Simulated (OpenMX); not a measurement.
Runs of OpenMX 3.8.5 on HfN. It takes space group Pm-3m (No. 221, cubic). Conventional cell: a = 2.707 Å, b = 2.707 Å, c = 2.707 Å, α = 90.00°, β = 90.00°, γ = 90.00°. Around Hf (site symmetry m-3m) lie 8 N at 2.34 Å. N (site symmetry m-3m) is surrounded by 8 Hf at 2.34 Å. The cell was built by a generator and needn't be a form met in nature.

| cell | gap on the mesh (eV) | pressure (GPa) |
| --- | --- | --- |
| Pm-3m, 9.92 Å³/atom | none | 35.2 |
| Pm-3m, 10.82 Å³/atom | none | (a) |
| Pm-3m, 11.72 Å³/atom | none | (b) |
| Pm-3m, 12.17 Å³/atom | none | -16.7 |
| Pm-3m, 11.27 Å³/atom | none | -2.4 |
| Pm-3m, 10.37 Å³/atom | none | 19.6 |

Alike in all rows: task single point; level PBE; potentials or basis OpenMX 2013 PBE set, Hf7.0-s3p2d2f1, N6.0-s2p2d1, grid cutoff 400 Ry; no spin polarisation; k mesh 7 × 7 × 7; smearing fermi-dirac 0.05 eV.

Estimate the missing entries.

(a) 7.3; (b) -10.4.

Caveats: the basis of atomic orbitals isn't converged, which shifts pressures, moduli and gaps.

A k mesh can miss the band edges, and the runs leave out spin-orbit coupling on Hf.

A gap of «none» marks a metal or a gap under the smearing width.
